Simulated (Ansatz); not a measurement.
# Sn: the cell at several levels of theory

Cell and atoms of Sn (lonsdaleite) are relaxed in turn with PBE, r2SCAN, PBEsol, LDA and HSE06. This is a trial cell built on a prototype, not taken from a measured structure, and it needn't be the compound's ground state.

The runs shown are made with Ansatz 0.2.0. PAW datasets, plane waves, zero pressure. Note: simulated data, non-magnetic, for a generated structure that need not be the stable one.

## 1. The system as given

Space group P6_3/mmc (No. 194), hexagonal; a = 4.540 Å, c = 7.413 Å in the conventional setting, 33.08 Å³ an atom. Near Sn stand 4 Sn at 2.78 Å.

Coordinates:

```xyz
4
Lattice="4.5397 0.0000 0.0000 -2.2699 3.9315 0.0000 0.0000 0.0000 7.4134" Properties=species:S:1:pos:R:3 pbc="T T T"
Sn    0.0000    2.6210    0.0000
Sn    2.2699    1.3105    3.7067
Sn    0.0000    2.6210    2.7800
Sn    2.2699    1.3105    6.4867
```

## 2. Relaxation with PBE

The input, input.yaml:

```yaml
crystal:
  lattice:
    - [4.53972099, 0.0, 0.0]
    - [-2.269860495, 3.9315137034, 0.0]
    - [0.0, 0.0, 7.4133643766]
  atoms:
    - { symbol: Sn, position: [0.3333333333, 0.6666666667, 0.0] }
    - { symbol: Sn, position: [0.6666666667, 0.3333333333, 0.5] }
    - { symbol: Sn, position: [0.3333333333, 0.6666666667, 0.375] }
    - { symbol: Sn, position: [0.6666666667, 0.3333333333, 0.875] }
kpoints:
  mp_grid: { grid: [6, 6, 4] }
hamiltonian:
  xc: pbe
scf:
  occupations: { method: fermi_dirac, width: 0.02 }
relax:
  f_tol: 0.005
  cell: {}
```

Command:

```sh
ansatz run input.yaml --threads 2 --pin off --max-ram 2211MiB --backend cpu --events-out ev --progress --plain --runs-dir out
```

Further steps of the session: Relaxing with r2SCAN; Relaxation with PBEsol; LDA: cell and atoms; Relaxation with HSE06.

**Question.** What will these runs give? Wanted: for each run, a; c; volume; space group; SCF geometries.

The runs gave:

```
 level  a (Å)  c (Å)  volume (Å³/atom)  space group  SCF geometries
   PBE  4.709  7.674            36.845     P6_3/mmc               6
r2SCAN  4.635  7.614            35.413     P6_3/mmc               6
PBEsol  4.628  7.538            34.963     P6_3/mmc               6
   LDA  4.583  7.459            33.921     P6_3/mmc               5
 HSE06  4.637  7.588            35.330     P6_3/mmc               5
```

From the start to the first minimum the volume moved by +11.4 %. LDA gives the smallest cell and PBE the largest; they differ by 8.6 % in volume, a mean of 2.8 % in length. The meshes differ: PBE 6×6×4, r2SCAN 6×6×4, PBEsol 6×6×4, LDA 6×6×4, HSE06 6×6×2.
